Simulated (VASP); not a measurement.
# GaAs (F-43m) in VASP: further runs, part 3 of 3

VASP 6.6.1.

### 6 Dielectric tensor, PBEsol

INCAR reads:

```
SYSTEM = GaAs
ALGO     = Normal         ! electronic algorithm
EDIFF    = 1E-8           ! SCF threshold, eV
ENCUT    = 300            ! plane-wave cutoff, eV
GGA      = PS             ! functional
ISIF     = 2              ! what is computed and relaxed
ISMEAR   = 0              ! smearing method
LASPH    = .TRUE.         ! aspherical terms in the spheres
LCHARG   = .FALSE.        ! write CHGCAR
LEPSILON = .TRUE.         ! dielectric tensor by DFPT
LREAL    = .FALSE.        ! projectors in reciprocal space
LWAVE    = .FALSE.        ! write WAVECAR
NELM     = 100            ! most SCF steps
PREC     = Accurate       ! precision mode
SIGMA    = 0.01           ! smearing width, eV
```

KPOINTS reads:

```
k-points
0
G
  5 5 5
  0 0 0
```

POSCAR reads:

```
GaAs
1.0
    0.0000000000      2.8268500000      2.8268500000
    2.8268500000      0.0000000000      2.8268500000
    2.8268500000      2.8268500000      0.0000000000
As Ga
1 1
Direct
    0.7500000000      0.7500000000      0.7500000000
    0.0000000000      0.0000000000      0.0000000000
```

Potentials or basis: VASP PAW PBE potentials, release 64 (As, Ga_d).

Launch:

```bash
$ cat potpaw_PBE.64/As/POTCAR potpaw_PBE.64/Ga_d/POTCAR > POTCAR
$ mpirun -np 1 vasp_std > vasp.out
```

OUTCAR:

```text
SYSTEM = GaAs
   EDIFF = 1E-8
   ENCUT = 300
   GGA = PS
   ISIF = 2
   ISMEAR = 0
   LASPH = .TRUE.
   LEPSILON = .TRUE.
   LREAL = .FALSE.
   NELM = 100
   PREC = Accurate

 Found     10 irreducible k-points:

 Following reciprocal coordinates:
            Coordinates               Weight
  0.000000  0.000000  0.000000      1.000000
  0.200000  0.000000  0.000000      8.000000
  0.400000  0.000000  0.000000      8.000000
  0.200000  0.200000  0.000000      6.000000
  0.400000  0.200000  0.000000     24.000000
 -0.400000  0.200000  0.000000     24.000000
   k-points           NKPTS =     10   k-points in BZ     NKDIM =     10   number of bands    NBANDS=     13
   number of dos      NEDOS =    301   number of ions     NIONS =      2
   total plane-waves  NPLWV =  13824
   dimension x,y,z NGX =    24 NGY =   24 NGZ =   24
   dimension x,y,z NGXF=    48 NGYF=   48 NGZF=   48
   ions per type =               1   1
   NGX,Y,Z   is equivalent  to a cutoff of   9.98,  9.98,  9.98 a.u.
   NGXF,Y,Z  is equivalent  to a cutoff of  19.96, 19.96, 19.96 a.u.
 SYSTEM =  GaAs
   PREC   = accura    normal or accurate (medium, high low for compatibility)
   ISTART =      0    job   : 0-new  1-cont  2-samecut
   ICHARG =      2    charge: 1-file 2-atom 10-const
   ISPIN  =      1    spin polarized calculation?
   LNONCOLLINEAR =      F non collinear calculations
   LSORBIT =      F    spin-orbit coupling
   LASPH  =      T    aspherical Exc in radial PAW
   ENCUT  =  300.0 eV  22.05 Ry    4.70 a.u.   5.65  5.65  5.65*2*pi/ulx,y,z
   NELM   =    100;   NELMIN=  2; NELMDL= -5     # of ELM steps
   EDIFF  = 0.1E-07   stopping-criterion for ELM
   LREAL  =      F    real-space projection
   EDIFFG = 0.1E-06   stopping-criterion for IOM
   NSW    =      0    number of steps for IOM
   IBRION =     -1    ionic relax: 0-MD 1-quasi-New 2-CG
   NFREE  =      0    steps in history (QN), initial steepest desc. (CG)
   ISIF   =      2    stress and relaxation
   ISYM   =      2    0-nonsym 1-usesym 2-fastsym
   POTIM  = 0.5000    time-step for ionic-motion
   TEBEG  =    0.0;   TEEND  =   0.0 temperature during run
   PSTRESS=    0.0 pullay stress
   NELECT =      18.0000    total number of electrons
   NUPDOWN=      -1.0000    fix difference up-down
   EMIN   =  10.00;   EMAX   =-10.00  energy-range for DOS
   EFERMI =   0.00;   METHOD = LEGACY
   ISMEAR =     0;   SIGMA  =   0.01  broadening in eV -4-tet -1-fermi 0-gaus
   EFERMI_NEDOS =   21; number of points for ismear=-14 and -15
   IALGO  =     38    algorithm
   IMIX   =      4    mixing-type and parameters
     AMIX     =   0.40;   BMIX     =  1.00
     AMIX_MAG =   1.60;   BMIX_MAG =  1.00
  volume/ion in A,a.u.               =      22.59       152.44
  Fermi-wavevector in a.u.,A,eV,Ry     =   1.204628  2.276417 19.743799  1.451128
  Thomas-Fermi vector in A             =   2.340347
   LORBIT       =      0    0 simple, 1 ext, 2 COOP (PROOUT), +10 PAW based schemes
   GGA     = PS    functional components
   LHFCALC =     F    Hartree Fock is set to
   AEXX    =    0.0000 exact exchange contribution
   IVDW    =     0    specifies the selected vdW correction
   LEPSILON=     T    determine dielectric tensor
   LRPA    =     F    only Hartree local field effects (RPA)
 non-spin polarized calculation
 Gauss-broadening in eV      SIGMA  =   0.01
  energy-cutoff  :      300.00
[... 110 lines left out ...]

 [... further k-points ...]

  FORCE on cell =-STRESS in cart. coord.  units (eV):
  Direction    XX          YY          ZZ          XY          YZ          ZX
  --------------------------------------------------------------------------------------
  -------------------------------------------------------------------------------------
  Total        0.0873549      0.0873549      0.0873549     -0.0000000      0.0000000     -0.0000000
  in kB        3.0978429      3.0978429      3.0978429     -0.0000000      0.0000000     -0.0000000
  external PRESSURE =       3.0978429 kB  Pullay stress =       0.0000000 kB

 VOLUME and BASIS-vectors are now :
 -----------------------------------------------------------------------------
  energy-cutoff  :      300.00
  volume of cell :       45.18
      direct lattice vectors                 reciprocal lattice vectors
     0.000000000  2.826850000  2.826850000    -0.176875321  0.176875321  0.176875321
     2.826850000  0.000000000  2.826850000     0.176875321 -0.176875321  0.176875321
     2.826850000  2.826850000  0.000000000     0.176875321  0.176875321 -0.176875321

 POSITION                                       TOTAL-FORCE (eV/Angst)
 -----------------------------------------------------------------------------------
      4.24027      4.24027      4.24027         0.000000      0.000000      0.000000
      0.00000      0.00000      0.00000        -0.000000     -0.000000     -0.000000
 -----------------------------------------------------------------------------------
    total drift:                               -0.000004     -0.000004     -0.000003

  FREE ENERGIE OF THE ION-ELECTRON SYSTEM (eV)
  ---------------------------------------------------
  free  energy   TOTEN  =        -9.0256462530 eV

  energy  without entropy=       -9.0256462530  energy(sigma->0) =       -9.02564625

 HEAD OF MICROSCOPIC STATIC DIELECTRIC TENSOR (INDEPENDENT PARTICLE, excluding Hartree and local field effects)
 ------------------------------------------------------
         113.374127    -0.000000     0.000000
           0.000000   113.374127     0.000000
          -0.000000     0.000000   113.374127
 ------------------------------------------------------

 Free energy of the ion-electron system (eV)
  ---------------------------------------------------
  ---------------------------------------------------
  free energy    TOTEN  =       -14.27162851 eV

  energy without entropy =      -14.27162851

------------------------ aborting loop because EDIFF is reached ----------------------------------------

--------------------------------------- Ionic step        2  -------------------------------------------

------------------------ aborting loop because EDIFF is reached ----------------------------------------

--------------------------------------- Ionic step        3  -------------------------------------------

 Free energy of the ion-electron system (eV)
  ---------------------------------------------------
  ---------------------------------------------------
  free energy    TOTEN  =       -14.27162762 eV

  energy without entropy =      -14.27162762

------------------------ aborting loop because EDIFF is reached ----------------------------------------

 PIEZOELECTRIC TENSOR FIELD DIRECTION 3  (e Angst)
 -----------------------------------------------------------------------------
     0.00131  5.47027  0.00000           (  0.00001  0.02636  0.00000)
     5.47027  0.00131  0.00000           (  0.02636  0.00001  0.00000)
     0.00000  0.00000 -0.00375           (  0.00000  0.00000 -0.00001)

 PIEZOELECTRIC TENSOR FIELD DIRECTION 3  (C/m^2)
 -----------------------------------------------------------------------------
     0.00046  1.93991  0.00000
     1.93991  0.00046  0.00000
     0.00000  0.00000 -0.00133

 MACROSCOPIC STATIC DIELECTRIC TENSOR (including local field effects in DFT)
 ------------------------------------------------------
         111.351706    -0.000000     0.000000
          -0.000000   111.351706     0.000000
           0.000000    -0.000000   111.351706
 ------------------------------------------------------

 PIEZOELECTRIC TENSOR (including local field effects)  for field in x, y, z        (e  Angst)
          XX          YY          ZZ          XY          YZ          ZX
  --------------------------------------------------------------------------------
  x     0.00000     0.00000     0.00000    -0.00000     5.49268    -0.00000
  y     0.00000    -0.00000    -0.00000     0.00000    -0.00000     5.49268
  z     0.00000    -0.00000     0.00000     5.49268     0.00000     0.00000

 PIEZOELECTRIC TENSOR (including local field effects)  for field in x, y, z        (C/m^2)
          XX          YY          ZZ          XY          YZ          ZX
  --------------------------------------------------------------------------------
  x     0.00000     0.00000     0.00000    -0.00000     1.94786    -0.00000
  y     0.00000    -0.00000    -0.00000     0.00000    -0.00000     1.94786
  z     0.00000    -0.00000     0.00000     1.94786     0.00000     0.00000

 BORN EFFECTIVE CHARGES (including local field effects) (in |e|, cummulative output)
 ---------------------------------------------------------------------------------
 ion    1
    1    -3.05572    -0.00000     0.00000
    2     0.00000    -3.05572    -0.00000
    3     0.00000    -0.00000    -3.05572
 ion    2
    1     3.05572     0.00000     0.00000
    2     0.00000     3.05572     0.00000
    3    -0.00000     0.00000     3.05572
```

Run time: 52 s. Hardware: 1 thread of Intel Xeon Platinum 8488C (Sapphire Rapids), shared host; peak memory 0.15 GiB.

The run converged, but some of its settings lie outside the range that counts as converged, so its numbers aren't taken as properties of the crystal.

What came out:

* Band gap on the k mesh: 0.45 eV, direct
* Electronic dielectric tensor (diagonal): 111.35
* Born charges (mean of the diagonal): As -3.06; Ga +3.06 e

Caveat: the cutoff is under 1.25 times the usual one of these potentials, so pressure, stress and relaxed cells hold a basis-set (Pulay) error; the gap is small at this level, which inflates the dielectric constant; the PAW data sets were made with another functional, which shifts forces and pressure a little.

### 7 For comparison

An earlier run on the cell as given: functional PBEsol; potentials or basis VASP PAW PBE potentials, release 64 (As, Ga_d); cutoff 520 eV; k mesh 8 × 8 × 8; occupations fermi-dirac, width 0.05 eV; no spin polarisation.

* Pressure: 0.3 GPa
* Band gap on the k mesh: 0.46 eV, direct

### 8 Overview

```tsv
task	level	cell	k mesh	cutoff (eV)	grid for exact exchange (PRECFOCK)	exchange at q = 0	share of exact exchange	ladder	mesh quality	gap on the mesh (eV)	pressure (GPa)
band structure	PBE-EpsX	as given	4 × 4 × 4	520	Normal	truncated	0.0348	-	coarse	0.73	3.4
relaxation of cell and atoms	PBE-EpsX	relaxed	4 × 4 × 4	600	Fast	truncated	0.0348	-	coarse	0.36	0.1
single point	PBEsol	as given	8 × 8 × 8	520	-	-	-	free	not flagged	0.46	0.3
```

Alike in all rows: potentials or basis VASP PAW PBE potentials, release 64 (As, Ga_d); no spin polarisation; smearing fermi-dirac 0.05 eV.

Caveats: some runs use coarse meshes; the PAW data sets were made with another functional, which shifts forces and pressure a little.

Total energies depend on the potentials used, so only differences within one code and one set of settings carry meaning.
